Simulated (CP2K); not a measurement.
Runs of CP2K 2026.2 on NaH. The structure is cubic, space group Fm-3m (No. 225). The conventional cell has a = 4.880 Å, b = 4.880 Å, c = 4.880 Å, α = 90.00°, β = 90.00°, γ = 90.00°. Around Na (site symmetry m-3m) lie 6 H at 2.44 Å. H (site symmetry m-3m) has 6 Na at 2.44 Å as nearest neighbours. 

| task | level | potentials or basis | smearing | EPS_DEFAULT | NGRIDS | CUTOFF of the grids | points a segment of the path (NPOINTS) | bands added on the path | pressure (GPa) |
| --- | --- | --- | --- | --- | --- | --- | --- | --- | --- |
| band structure | PBEsol | POTENTIAL_UZH Na GTH-PBE-q9, H GTH-PBE-q1; TZVP-MOLOPT-PBE-GTH basis | fermi-dirac 0.1 eV | 1.0E-9 | 4 | 1350 Ry | 8 | 4 | -1.0 |
| band structure | LDA | GTH_POTENTIALS Na GTH-PADE-q9, H GTH-PADE-q1; TZVP-MOLOPT-PBE-GTH basis | fermi-dirac 0.0259 eV | 1.0E-9 | 4 | 1350 Ry | 6 | 4 | -2.5 |
| band structure | PBE | POTENTIAL_UZH Na GTH-PBE-q9, H GTH-PBE-q1; TZVP-MOLOPT-PBE-GTH basis | fermi-dirac 0.1 eV | 1.0E-9 | 5 | 1350 Ry | 10 | 2 | -0.4 |
| band structure | r2SCAN | POTENTIAL_UZH Na GTH-SCAN-q9, H GTH-SCAN-q1; TZVP-MOLOPT-SCAN-GTH basis | fermi-dirac 0.05 eV | 1.0E-9 | 5 | 1400 Ry | 6 | 4 | (a) |

Alike in all rows: no spin polarisation; cell as given; k mesh 9 × 9 × 9.

**Question.** Fill in the values left out.

**Answer.** (a) -0.5.

Caveats: the basis of atomic orbitals isn't converged, which shifts pressures, moduli and gaps; the potentials were made for another functional, which shifts forces and pressure (some runs).
